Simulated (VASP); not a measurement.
# BN (Qingsongite) (F-43m) in VASP: a series of runs, part 2 of 2

VASP 6.6.1.

## 3. Single point, PBE

Contents of INCAR:

```
PREC = Accurate
ENCUT = 520
EDIFF = 1E-6
ISMEAR = 0
SIGMA = 0.01
LREAL = F
LASPH = T
NELM = 60
ALGO = Normal
ISIF = 2
LWAVE = F
LCHARG = F
GGA = PE
NBANDS = 11
```

Contents of KPOINTS:

```
Automatic mesh
0
Gamma
  12 12 12
```

Contents of POSCAR:

```
BN
1.0
    0.0000000000      1.8048245478      1.8048245478
    1.8048245478      0.0000000000      1.8048245478
    1.8048245478      1.8048245478      0.0000000000
B N
1 1
Direct
    0.0000000000      0.0000000000      0.0000000000
    0.2500000000      0.2500000000      0.2500000000
```

Potentials or basis: VASP PAW PBE potentials, release 64 (B, N).

Command:

```bash
cat potpaw_PBE.64/B/POTCAR potpaw_PBE.64/N/POTCAR > POTCAR
mpirun -np 1 vasp_std > vasp.out
```

Wall time 7.8 s (1 thread of Intel Xeon Platinum 8259CL at 2.50GHz (Skylake/Cascade Lake), shared host); peak memory 0.12 GiB.

Results (log left out):

```
Free energy            : -17.4483 eV
Pressure               : 5.0 GPa
Band gap on the k mesh : 4.46 eV, indirect (least direct gap 8.84 eV)
```

Levels at points of the mesh, in eV from the valence-band top:
| k point | band 2 | band 3 | band 4 | band 5 | band 6 | band 7 |
| --- | --- | --- | --- | --- | --- | --- |
| (0.00, 0.00, 0.00) | 0.00 | 0.00 | 0.00 | 8.84 | 8.84 | 8.84 |
| (0.50, 0.00, 0.00) | -10.73 | -1.95 | -1.95 | 10.20 | 10.73 | 10.73 |
| (0.50, 0.50, 0.00) | -8.94 | -4.93 | -4.93 | 4.46 | 9.26 | 17.99 |

A k mesh can miss the band edges.

## 4. Single point, HSE06

POSCAR is that of step 3.

Contents of INCAR.step1:

```
ALGO     = Normal         # electronic algorithm
EDIFF    = 1E-5           # SCF threshold, eV
ENCUT    = 520            # plane-wave cutoff, eV
GGA      = PE             # functional
ISIF     = 2              # what is computed and relaxed
ISMEAR   = 0              # smearing method
LASPH    = T              # aspherical terms in the spheres
LCHARG   = F              # write CHGCAR
LREAL    = F              # projectors in reciprocal space
LWAVE    = T              # write WAVECAR
NBANDS   = 11             # bands
NELM     = 80             # most SCF steps
PREC     = Accurate       # precision mode
SIGMA    = 0.01           # smearing width, eV
```

Contents of INCAR.step2:

```
ALGO     = Normal         # electronic algorithm
EDIFF    = 1E-6           # SCF threshold, eV
ENCUT    = 520            # plane-wave cutoff, eV
GGA      = PE             # functional
HFSCREEN = 0.2079         # screening, 1/A
ISIF     = 2              # what is computed and relaxed
ISMEAR   = 0              # smearing method
ISTART   = 1            
LASPH    = T              # aspherical terms in the spheres
LCHARG   = F              # write CHGCAR
LHFCALC  = T              # exact exchange
LREAL    = F              # projectors in reciprocal space
LWAVE    = F              # write WAVECAR
NBANDS   = 11             # bands
NELM     = 80             # most SCF steps
PREC     = Accurate       # precision mode
PRECFOCK = Normal       
SIGMA    = 0.01           # smearing width, eV
```

Contents of KPOINTS:

```
k-points
0
Gamma
  8 8 8
```

Command:

```bash
cat potpaw_PBE.64/B/POTCAR potpaw_PBE.64/N/POTCAR > POTCAR
cp INCAR.step1 INCAR
mpirun -np 1 vasp_std > vasp.out
cp INCAR.step2 INCAR
mpirun -np 1 vasp_std > vasp.out
```

It took 15 min on 1 thread of Oxide Virtual Turin-like, shared host; peak memory 0.2 GiB.

The run converged. Its results:

| Item | Value |
| --- | --- |
| Free energy | -20.3273 eV |
| Pressure | -3.9 GPa |
| Band gap on the k mesh | 5.78 eV, indirect (least direct gap 10.57 eV) |

Levels at points of the mesh, in eV from the valence-band top:
| k point | band 2 | band 3 | band 4 | band 5 | band 6 | band 7 |
| --- | --- | --- | --- | --- | --- | --- |
| (0.00, 0.00, 0.00) | 0.00 | 0.00 | 0.00 | 10.57 | 10.57 | 10.57 |
| (0.50, 0.00, 0.00) | -11.67 | -2.11 | -2.11 | 11.90 | 12.54 | 12.54 |
| (0.50, 0.50, 0.00) | -9.80 | -5.34 | -5.34 | 5.78 | 10.76 | 20.53 |

Caveat: the PAW data sets were made with another functional, which shifts forces and pressure a little.

## 5. Single point, PBE0

POSCAR is that of step 4.

Contents of INCAR.step1:

```
SYSTEM = BN
ALGO = Normal
EDIFF = 1E-5
ENCUT = 520
GGA = PE
ISIF = 2
ISMEAR = 0
LASPH = .TRUE.
LCHARG = .FALSE.
LREAL = .FALSE.
LWAVE = .TRUE.
NBANDS = 11
NELM = 60
PREC = Accurate
SIGMA = 0.01
```

Contents of INCAR.step2:

```
SYSTEM = BN
AEXX = 0.25
ALGO = Normal
EDIFF = 1E-7
ENCUT = 520
GGA = PE
ISIF = 2
ISMEAR = 0
ISTART = 1
LASPH = .TRUE.
LCHARG = .FALSE.
LHFCALC = .TRUE.
LREAL = .FALSE.
LWAVE = .FALSE.
NBANDS = 11
NELM = 60
PREC = Accurate
PRECFOCK = Normal
SIGMA = 0.01
```

Contents of KPOINTS:

```
k-points
0
G
  8 8 8
  0 0 0
```

Command:

```bash
cat potpaw_PBE.64/B/POTCAR potpaw_PBE.64/N/POTCAR > POTCAR
cp INCAR.step1 INCAR
mpirun -np 1 vasp_std > vasp.out
cp INCAR.step2 INCAR
mpirun -np 1 vasp_std > vasp.out
```

Run time: 18 min. Hardware: 1 thread of Oxide Virtual Turin-like, shared host; peak memory 0.09 GiB.

Results (log left out):

- Free energy: -21.2821 eV
- Pressure: -3.9 GPa
- Band gap on the k mesh: 6.55 eV, indirect (least direct gap 11.35 eV)

Levels at points of the mesh, in eV from the valence-band top:
```
           k point  band 1  band 2  band 3  band 4  band 5  band 6  band 7  band 8  band 9
(0.00, 0.00, 0.00)  -22.19    0.00    0.00    0.00   11.35   11.35   11.35   12.99   27.61
(0.50, 0.00, 0.00)  -17.64  -11.71   -2.12   -2.12   12.69   13.32   13.32   18.22   26.42
(0.50, 0.50, 0.00)  -16.15   -9.83   -5.35   -5.35    6.55   11.54   21.32   21.32   24.12
```

Caveat: the PAW data sets were made with another functional, which shifts forces and pressure a little.

## 6. Overview

| level | k mesh | grid for exact exchange (PRECFOCK) | screening parameter | gap on the mesh (eV) | pressure (GPa) |
| --- | --- | --- | --- | --- | --- |
| r2SCAN | 8 × 8 × 8 | - | - | 4.98 | 1.1 |
| PBE | 12 × 12 × 12 | - | - | 4.46 | 5.0 |
| HSE06 | 8 × 8 × 8 | Normal | 0.2079 1/Å | 5.78 | -3.9 |
| PBE0 | 8 × 8 × 8 | Normal | - | 6.55 | -3.9 |

Alike in all rows: task single point; potentials or basis VASP PAW PBE potentials, release 64 (B, N); no spin polarisation; cell as given; cutoff (eV) 520; smearing gaussian 0.01 eV.

On the cell as given the gap runs from 4.46 eV (PBE) to 6.55 eV (PBE0); the meshes differ, which moves gaps too. The pressure there spans -3.9 GPa (HSE06) to 5.0 GPa (PBE); a positive pressure means that this level wants a larger cell, a negative one a smaller.

Caveats: the PAW data sets were made with another functional, which shifts forces and pressure a little (some runs).

Absolute energies hang on the potentials; compare differences alone.

## 7. How close it comes

Step 2. A measured gap of BN is 6.4 eV (indirect; 300 K; a printed reference work, monograph); the calculated 4.98 eV misses it by -1.42 eV. The value is that of r2SCAN on a finite k mesh, which can miss the band edges, without temperature or zero-point motion.
